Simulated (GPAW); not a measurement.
# MgB2 (P6/mmm) in GPAW: single point with PBE

Aim: the single point of MgB2 with PBE.

Program: GPAW 26.7.0. These are calculated values, not measurements. Logs are shortened: lines on timing, memory, paths and dates and some standing lists are left out, and cuts for length are marked. The log counts tension as positive stress, the text compression.

### Step 1. The crystal as given

It takes space group P6/mmm (No. 191, hexagonal). The conventional cell has a = 3.085 Å, b = 3.085 Å, c = 3.523 Å, α = 90.00°, β = 90.00°, γ = 120.00°. Around Mg (site symmetry 6/mmm) lie 12 B at 2.51 Å. B (site symmetry -6m2) has 3 B at 1.78 Å as nearest neighbours.

### Step 2. Single point, PBE

run.py reads:

```python
from ase.dft.bandgap import bandgap
from ase.io import read, write
from ase.units import GPa
from gpaw import GPAW, PW

atoms = read('MgB2.xyz')

calc = GPAW(mode=PW(800),
            xc='PBE',
            kpts={'size': (10, 10, 8), 'gamma': True},
            occupations={'name': 'methfessel-paxton', 'order': 0, 'width': 0.028000000000000004},
            nbands=17,
            convergence={'density': 1e-05, 'energy': 1e-05},
            maxiter=150,
            txt='gpaw.txt')
atoms.calc = calc
energy = atoms.get_potential_energy()
forces = atoms.get_forces()
stress = atoms.get_stress()
calc.write('gs.gpw')
write('result.traj', atoms)
print(f'Energy: {energy:.6f} eV')
print('Forces (eV/A):')
print(forces.round(4))
print('Stress (GPa):', (stress / GPa).round(3))
print('Fermi level:', round(calc.get_fermi_level(), 4), 'eV')
print(f'Gap: {bandgap(calc)[0]:.4f} eV, direct: {bandgap(calc, direct=True)[0]:.4f} eV')
```

MgB2.xyz reads:

```xyz
3
Lattice="3.0850000000 0.0000000000 0.0000000000 -1.5425000000 2.6716883707 0.0000000000 0.0000000000 0.0000000000 3.5230000000" Properties=species:S:1:pos:R:3 pbc="T T T"
Mg     0.0000000000      0.0000000000      0.0000000000
B      1.5425000002      0.8905627901      1.7615000000
B     -0.0000000002      1.7811255806      1.7615000000
```

Potentials or basis: GPAW PAW data sets (gpaw-data 1.2.1), pw.

Run with:

```bash
OMP_NUM_THREADS=1 python run.py
```

gpaw.txt:

```text
__  _  _
 | _ |_)|_||  |
 |__||  | ||/\| - 26.7.0

Input parameters:
  mode=PW(ecut=800.0),
  convergence={'density': 1e-05, 'energy': 1e-05},
  kpts=MonkhorstPack(size=(10, 10, 8), gamma=True),
  maxiter=150,
  nbands=17,
  occupations=Occupations(name='methfessel-paxton', order=0, width=0.028000000000000004),
  xc=XC(name='PBE')

Diagonalizing LCAO Hamiltonian
Converting LCAO to pw mode

         B  B

       Mg

Atoms  # Å, Bohr magnetons
|   | symbol |         x |        y |        z |    initial magnetic moments |
|---|--------|-----------|----------|----------|-----------------------------|
| 0 |     Mg |  0.000000 | 0.000000 | 0.000000 | ( 0.0000,  0.0000,  0.0000) |
| 1 |      B |  1.542500 | 0.890563 | 1.761500 | ( 0.0000,  0.0000,  0.0000) |
| 2 |      B | -0.000000 | 1.781126 | 1.761500 | ( 0.0000,  0.0000,  0.0000) |

Unit cell  # Å
| periodic |         x |        y |        z |  lengths |     angles |
|----------|-----------|----------|----------|----------|------------|
|      yes |  3.085000 | 0.000000 | 0.000000 | 3.085000 |  90.000000 |
|      yes | -1.542500 | 2.671688 | 0.000000 | 3.085000 |  90.000000 |
|      yes |  0.000000 | 0.000000 | 3.523000 | 3.523000 | 120.000000 |

Number of symmetries: 24
Symmetry operations  # r_c * U_cc + t_c -> r_c
|    | kind |            matrix            |
|----|------|------------------------------|
|  0 |  σ   |  1, 1, 0,  0,-1, 0,  0, 0, 1 |
|  1 |  C2  |  1, 1, 0,  0,-1, 0,  0, 0,-1 |
|  2 |  C6  |  1, 1, 0, -1, 0, 0,  0, 0, 1 |
|  3 |  S6  |  1, 1, 0, -1, 0, 0,  0, 0,-1 |
|  4 |  E   |  1, 0, 0,  0, 1, 0,  0, 0, 1 |
|  5 |  σ   |  1, 0, 0,  0, 1, 0,  0, 0,-1 |
|  6 |  σ   |  1, 0, 0, -1,-1, 0,  0, 0, 1 |
|  7 |  C2  |  1, 0, 0, -1,-1, 0,  0, 0,-1 |
|  8 |  σ   |  0, 1, 0,  1, 0, 0,  0, 0, 1 |
|  9 |  C2  |  0, 1, 0,  1, 0, 0,  0, 0,-1 |
| 10 |  C3  |  0, 1, 0, -1,-1, 0,  0, 0, 1 |
| 11 |  S3  |  0, 1, 0, -1,-1, 0,  0, 0,-1 |
| 12 |  C6  |  0,-1, 0,  1, 1, 0,  0, 0, 1 |
| 13 |  S6  |  0,-1, 0,  1, 1, 0,  0, 0,-1 |
| 14 |  σ   |  0,-1, 0, -1, 0, 0,  0, 0, 1 |
| 15 |  C2  |  0,-1, 0, -1, 0, 0,  0, 0,-1 |
| 16 |  σ   | -1, 0, 0,  1, 1, 0,  0, 0, 1 |
| 17 |  C2  | -1, 0, 0,  1, 1, 0,  0, 0,-1 |
| 18 |  C2  | -1, 0, 0,  0,-1, 0,  0, 0, 1 |
| 19 |  i   | -1, 0, 0,  0,-1, 0,  0, 0,-1 |
| 20 |  C3  | -1,-1, 0,  1, 0, 0,  0, 0, 1 |
| 21 |  S3  | -1,-1, 0,  1, 0, 0,  0, 0,-1 |
| 22 |  σ   | -1,-1, 0,  0, 1, 0,  0, 0, 1 |
| 23 |  C2  | -1,-1, 0,  0, 1, 0,  0, 0,-1 |

BZ-sampling:
  Number of BZ points: 800
  Number of IBZ points: 70

  Monkhorst-Pack size: [10, 10, 8]
  Monkhorst-Pack shift: [0.05, 0.05, 0.0625]

K-points  # in reciprocal-cell coordinates
|     |                                coordinates |     weight |
|-----|--------------------------------------------|------------|
|   0 | (  0.00000000,   0.00000000,   0.00000000) | 0.00125000 |
|   1 | (  0.00000000,   0.00000000,   0.12500000) | 0.00250000 |
|   2 | (  0.00000000,   0.00000000,   0.25000000) | 0.00250000 |
|   3 | (  0.00000000,   0.00000000,   0.37500000) | 0.00250000 |
|   4 | (  0.00000000,   0.00000000,   0.50000000) | 0.00125000 |
|   5 | (  0.10000000,   0.00000000,   0.00000000) | 0.00750000 |
|   6 | (  0.10000000,   0.00000000,   0.12500000) | 0.01500000 |
|   7 | (  0.10000000,   0.00000000,   0.25000000) | 0.01500000 |
|   8 | (  0.10000000,   0.00000000,   0.37500000) | 0.01500000 |
|   9 | (  0.10000000,   0.00000000,   0.50000000) | 0.00750000 |
| ... |                                            |            |
|  69 | (  0.50000000,   0.50000000,   0.50000000) | 0.00375000 |

Plane wave coefficients: 1509
Cutoff: 800.0 eV

Spin-components: 1 (collinear spins)
Bands:           17
Projectors:      15
Spin-degeneracy: 2
Datatype:        complex128

Parallelization:
  kpt:    1
  domain: 1
  band:   1

Density:
  Valence electrons: 16.0
  Components: 1
  Grid points: [21 21 24]
  Charge: 0.0  # |e|

Potential:
  Grid points: [21 21 24]

species:
  Mg:
    name:    Magnesium
    Z:       12.0
    valence: 10
    core:    2
    charge:  0.0  # [|e|]
    compensation charges:
      type: gauss
      rc: 0.33  # [Å]
      lmax: 2
    cutoffs:
      filter: 1.86  # [Å]
      core: 0.54  # [Å]
    projectors
    | kind |    occ | energy [eV] | rcut [Å] |
    |------|--------|-------------|----------|
    |   2s |  2.000 |     -79.840 |    1.090 |
    |   3s |  2.000 |      -4.705 |    1.090 |
    |   2p |  6.000 |     -46.613 |    1.085 |
    |   3p |  0.000 |      -1.330 |    1.085 |
    |    d |        |       0.000 |    1.037 |

    Using partial waves for Mg as LCAO basis

  B:
    name:    Boron
    Z:       5.0
    valence: 3
    core:    2
    charge:  0.0  # [|e|]
    compensation charges:
      type: gauss
      rc: 0.20  # [Å]
      lmax: 2
    cutoffs:
      filter: 1.14  # [Å]
      core: 1.38  # [Å]
    projectors
    | kind |    occ | energy [eV] | rcut [Å] |
    |------|--------|-------------|----------|
    |   2s |  2.000 |      -9.443 |    0.635 |
    |   2p |  1.000 |      -3.606 |    0.635 |
    |    s |        |      17.768 |    0.635 |
    |    p |        |      23.605 |    0.635 |
    |    d |        |       0.000 |    0.635 |

    Using partial waves for B as LCAO basis

Reference energy: -6788.624023  # eV

eigensolver:
  PPCG
  Converge bands: occupied
  niter=2

density mixing:
  MSR1-Mixer
  Pratt-step length: 0.05
  Maximum mixing coefficient: 0.75
  Old densities: 10
  SVD Regularization: 0.005
  Good broyden scale: 1.0
  Trust region scale: 1.0
  Backstep threshold: 4.0
  History deletion threshold: 6.0
  Fourier metric: weight=20.0, sigma=0.015

occupation numbers:
  Methfessel-Paxton:
    width: 0.0280  # eV
    order: 0

poisson solver:
  ecut: 6400.0  # eV

xc functional:
  name: PBE with 2 nearest neighbor stencil

convergence criteria:
- Maximum integral of absolute [dens]ity change: 1e-05 electrons / valence electron
- Maximum [total energy] change in last 3 cyles: 1e-05 eV / valence electron
- Maximum integral of absolute [eigenst]ate change: 4e-08 eV^2 / valence electron
maximum number of iterations: 150

SCF iterations
|iter     | |      energy | eigst |  dens |
|---------|-|-------------|-------|-------|
|iter:   1| |  -16.880920 | +0.12 |       |
|iter:   2| |  -16.610550 | -2.32 | -0.95 |
|iter:   3| |  -15.426285 | -1.28 | -0.99 |
|iter:   4| |  -15.423375 | -3.25 | -1.78 |
|iter:   5| |  -15.424871 | -3.89 | -2.08 |
|iter:   6| |  -15.424885 | -5.59 | -3.13 |
|iter:   7| |  -15.424886c| -6.13 | -3.69 |
|iter:   8| |  -15.424886c| -7.47c| -4.66 |
|iter:   9| |  -15.424886c| -8.05c| -5.08c|

Converged in 9 steps
Energy contributions relative to reference atoms: (reference = -6788.624023)

Energy contributions:
  Kinetic:          10.084915
  Coulomb:          -6.194852
  Zero:             -0.020355
  External:          0.000000
  Xc:              -19.294416
  Entropy:          -0.000356
  Spinorbit:         0.000000
  ----------------------------
  Free energy:     -15.425064
  Extrapolated:    -15.424886

dipole moment: (-2.215115, -3.836692, -5.059223)  # |e|*Ang

Fermi level: 7.246
Eigenvalues  # (at kpt = [0.000, 0.000, 0.000])
| band index |      eig [eV] | occ [0-2] |
|------------|---------------|-----------|
|          0 |       -68.093 |     2.000 |
|          1 |       -34.865 |     2.000 |
|          2 |       -34.865 |     2.000 |
|          3 |       -34.850 |     2.000 |
|          4 |        -5.194 |     2.000 |
|          5 |         4.280 |     2.000 |
|          6 |         7.580 |     0.000 |
|          7 |         7.580 |     0.000 |
|          8 |         8.865 |     0.000 |
|          9 |        13.518 |     0.000 |
|         10 |        13.518 |     0.000 |
|         11 |        15.280 |     0.000 |
|         12 |        17.143 |     0.000 |
|         13 |        19.904 |     0.000 |
|        ... |               |           |
|         16 |        26.288 |     0.000 |

No gap
No difference between direct/indirect transitions

Forces  # eV/Ang
|       x |        y |       z |
|---------|----------|---------|
| 0.00000 |  0.00000 | 0.00000 |  # Mg   0
| 0.00000 | -0.00000 | 0.00000 |  # B    1
| 0.00000 |  0.00000 | 0.00000 |  # B    2

Stress tensor  # eV/Ang^3
|         x |         y |        z |
|-----------|-----------|----------|
|  0.005667 | -0.000000 | 0.000000 |
| -0.000000 |  0.005667 | 0.000000 |
|  0.000000 |  0.000000 | 0.009903 |

# Writing to gs.gpw (mode='')
```

Run time: 28 s. Hardware: 1 thread of Intel Xeon at 2.70GHz, shared host; peak memory 0.19 GiB.

What came out:

```yaml
Free_energy: -15.4251 eV
Pressure: -1.1 GPa
Band_gap_on_the_k_mesh: none (metal or under the smearing width)
```

Stress tensor (GPa, compression positive):
```
-0.91  0.00  0.00
 0.00 -0.91  0.00
 0.00  0.00 -1.59
```

Levels at points of the mesh, in eV from the Fermi level:
| k point | band 5 | band 6 | band 7 | band 8 | band 9 | band 10 | band 11 | band 12 |
| --- | --- | --- | --- | --- | --- | --- | --- | --- |
| (0.00, 0.00, 0.00) | -12.44 | -2.97 | 0.33 | 0.33 | 1.62 | 6.27 | 6.27 | 8.03 |
| (0.00, 0.00, 0.50) | -11.16 | -7.45 | 0.71 | 0.71 | 6.61 | 6.61 | 7.90 | 9.80 |
| (0.50, 0.50, 0.00) | -8.56 | -7.85 | -2.20 | 0.18 | 3.04 | 3.84 | 5.28 | 7.08 |
| (0.50, 0.50, 0.50) | -7.59 | -6.94 | -3.59 | -1.90 | -1.33 | 5.66 | 8.75 | 8.86 |
